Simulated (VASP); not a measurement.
## B in VASP: the effect of target pressure

Crystal: B.

```
B
1.0
     1.62456    0.00000    0.00000
     0.00000    2.86615    0.00000
     0.00000    0.00000    3.91440
B
2
Direct
  0.00000 0.50000 0.60926
  0.50000 0.00000 0.39074
```

The cell was built by a generator and needn't be a form met in nature.

Alike in all runs:

| Item | Value |
| --- | --- |
| Program | VASP 6.6.1 |
| Task | relaxation of cell and atoms |
| Functional | LDA |
| Potentials or basis | VASP PAW LDA potentials, release 64 (B) |
| Cutoff | 600 eV |
| k mesh | 16 × 9 × 7 |
| Occupations | fermi-dirac, width 0.05 eV |
| Spin | no spin polarisation |

Each run relaxes the cell or the atoms first.

```tsv
target pressure	target pressure	relaxed volume (Å³/atom)
0 GPa	-	8.19
2 GPa	2 GPa	7.96
5 GPa	5 GPa	?
10 GPa	10 GPa	7.33
20 GPa	20 GPa	6.77
30 GPa	30 GPa	6.40
```

What does the run with target pressure 5 GPa give?

Relaxed volume 7.70 Å³/atom.

Worked out: In Murnaghan's law V^(-B') rises as a straight line in P. The other rows fit best with B' = 4.0, V0 = 8.18 Å³/atom and B0 = 71 GPa, which gives 7.69 Å³/atom at 5 GPa, against the run's 7.70.

Caveats: the cell is relaxed towards a set pressure, so the enthalpy falls and the energy may rise (some runs); the volume moved by over 15 % at a fixed basis, so the end points are rough (some runs).
